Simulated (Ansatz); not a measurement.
Take a crystal in which In has been replaced by Ga on all its sites, with the cell rescaled by a rough guess (in some cases also distorted within its space group) and nothing relaxed:

```
Ga S
1.0
     4.23475    0.00000    0.00000
     0.00000    4.23475    0.00000
     0.00000    0.00000    4.23475
Ga S
3 1
Direct
  0.00000 0.50000 0.50000
  0.50000 0.50000 0.00000
  0.50000 0.00000 0.50000
  0.00000 0.00000 0.00000
```

Theory: Ansatz, DFT PBE, scalar-relativistic, plane waves, PAW.

Cutoff 420 eV; k points 10×10×10 on the computed 4-atom cell (Γ-centred); Gaussian smearing, width 0.10 eV; no spin polarisation.

**Question.** What pressure does the cell carry?

**Answer.** The pressure is 2.5 GPa (positive in compression), so the cell would expand.

**Question.** Is it a metal on this mesh?

**Answer.** Yes, a band crosses the Fermi level.

**Question.** What is its energy against the elements in their standard states?

**Answer.** +0.010 eV/atom at this unrelaxed geometry, with the elements in the same functional.

Spin polarisation was left out, and a magnetic state may lie lower.